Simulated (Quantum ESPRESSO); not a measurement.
A run of Quantum ESPRESSO 7.5 is set up as follows.

File pw.in:

```
&CONTROL
  calculation = 'scf'
  prefix = 'pwscf'
  outdir = './tmp'
  pseudo_dir = './pseudo'
  tprnfor = .true.
  tstress = .true.
  disk_io = 'low'
/
&SYSTEM
  ibrav = 0
  A = 3.32269476
  nat = 2
  ntyp = 2
  ecutwfc = 88
  nbnd = 20
  input_dft = 'pbesol'
  occupations = 'smearing'
  smearing = 'fd'
  degauss = 0.00367493
/
&ELECTRONS
  conv_thr = 4d-10
  electron_maxstep = 120
  mixing_beta = 0.5
/
ATOMIC_SPECIES
Cd   112.4140 Cd_ONCV_PBE-1.2.upf
O     15.9990 O_ONCV_PBE-1.2.upf
CELL_PARAMETERS alat
   0.0000000000    0.7071067822    0.7071067822
   0.7071067822    0.0000000000    0.7071067822
   0.7071067822    0.7071067822    0.0000000000
ATOMIC_POSITIONS alat
Cd     0.0000000000    0.0000000000    0.0000000000
O      0.7071067822    0.7071067822    0.7071067822
K_POINTS automatic
10 10 10 0 0 0
```

Contents of bands.in:

```
&CONTROL
  calculation = 'bands'
  prefix = 'pwscf'
  outdir = './tmp'
  pseudo_dir = './pseudo'
  disk_io = 'low'
  verbosity = 'high'
/
&SYSTEM
  ibrav = 0
  A = 3.32269476
  nat = 2
  ntyp = 2
  ecutwfc = 88
  nbnd = 20
  input_dft = 'pbesol'
  occupations = 'smearing'
  smearing = 'fd'
  degauss = 0.00367493
/
&ELECTRONS
  conv_thr = 1d-08
  electron_maxstep = 120
  mixing_beta = 0.5
  diago_full_acc = .true.
  startingwfc = 'random'
/
ATOMIC_SPECIES
Cd   112.4140 Cd_ONCV_PBE-1.2.upf
O     15.9990 O_ONCV_PBE-1.2.upf
CELL_PARAMETERS alat
   0.0000000000    0.7071067822    0.7071067822
   0.7071067822    0.0000000000    0.7071067822
   0.7071067822    0.7071067822    0.0000000000
ATOMIC_POSITIONS alat
Cd     0.0000000000    0.0000000000    0.0000000000
O      0.7071067822    0.7071067822    0.7071067822
K_POINTS crystal
60
 0.0000000000  0.0000000000  0.0000000000 1
 0.0625000000  0.0000000000  0.0625000000 1
 0.1250000000  0.0000000000  0.1250000000 1
 0.1875000000  0.0000000000  0.1875000000 1
 0.2500000000  0.0000000000  0.2500000000 1
 0.3125000000  0.0000000000  0.3125000000 1
 0.3750000000  0.0000000000  0.3750000000 1
 0.4375000000  0.0000000000  0.4375000000 1
 0.5000000000  0.0000000000  0.5000000000 1
 0.5000000000  0.0625000000  0.5625000000 1
 0.5000000000  0.1250000000  0.6250000000 1
 0.5000000000  0.1875000000  0.6875000000 1
 0.5000000000  0.2500000000  0.7500000000 1
 0.4375000000  0.3125000000  0.7500000000 1
 0.3750000000  0.3750000000  0.7500000000 1
 0.3375000000  0.3375000000  0.6750000000 1
 0.3000000000  0.3000000000  0.6000000000 1
 0.2625000000  0.2625000000  0.5250000000 1
 0.2250000000  0.2250000000  0.4500000000 1
 0.1875000000  0.1875000000  0.3750000000 1
 0.1500000000  0.1500000000  0.3000000000 1
 0.1125000000  0.1125000000  0.2250000000 1
 0.0750000000  0.0750000000  0.1500000000 1
 0.0375000000  0.0375000000  0.0750000000 1
 0.0000000000  0.0000000000  0.0000000000 1
 0.0625000000  0.0625000000  0.0625000000 1
 0.1250000000  0.1250000000  0.1250000000 1
 0.1875000000  0.1875000000  0.1875000000 1
 0.2500000000  0.2500000000  0.2500000000 1
 0.3125000000  0.3125000000  0.3125000000 1
 0.3750000000  0.3750000000  0.3750000000 1
 0.4375000000  0.4375000000  0.4375000000 1
 0.5000000000  0.5000000000  0.5000000000 1
 0.5250000000  0.4500000000  0.5250000000 1
 0.5500000000  0.4000000000  0.5500000000 1
 0.5750000000  0.3500000000  0.5750000000 1
 0.6000000000  0.3000000000  0.6000000000 1
 0.6250000000  0.2500000000  0.6250000000 1
 0.5833333333  0.2500000000  0.6666666667 1
 0.5416666667  0.2500000000  0.7083333333 1
 0.5000000000  0.2500000000  0.7500000000 1
 0.5000000000  0.2857142857  0.7142857143 1
 0.5000000000  0.3214285714  0.6785714286 1
 0.5000000000  0.3571428571  0.6428571429 1
 0.5000000000  0.3928571429  0.6071428571 1
 0.5000000000  0.4285714286  0.5714285714 1
 0.5000000000  0.4642857143  0.5357142857 1
 0.5000000000  0.5000000000  0.5000000000 1
 0.4821428571  0.4821428571  0.5357142857 1
 0.4642857143  0.4642857143  0.5714285714 1
 0.4464285714  0.4464285714  0.6071428571 1
 0.4285714286  0.4285714286  0.6428571429 1
 0.4107142857  0.4107142857  0.6785714286 1
 0.3928571429  0.3928571429  0.7142857143 1
 0.3750000000  0.3750000000  0.7500000000 1
 0.6250000000  0.2500000000  0.6250000000 1
 0.5937500000  0.1875000000  0.5937500000 1
 0.5625000000  0.1250000000  0.5625000000 1
 0.5312500000  0.0625000000  0.5312500000 1
 0.5000000000  0.0000000000  0.5000000000 1
```

Potentials or basis: SG15 PBE 1.2.

Command:

```sh
$ OMP_NUM_THREADS=1 pw.x -in pw.in > pw.out
$ OMP_NUM_THREADS=1 pw.x -in bands.in > bands.out
```

(1) Estimate the pressure.

(2) Predict the band gap on the k mesh.

Answers

(1) -0.8 GPa.

(2) none (metal or under the smearing width).

Caveat: the potentials were made for another functional, which shifts forces and pressure.
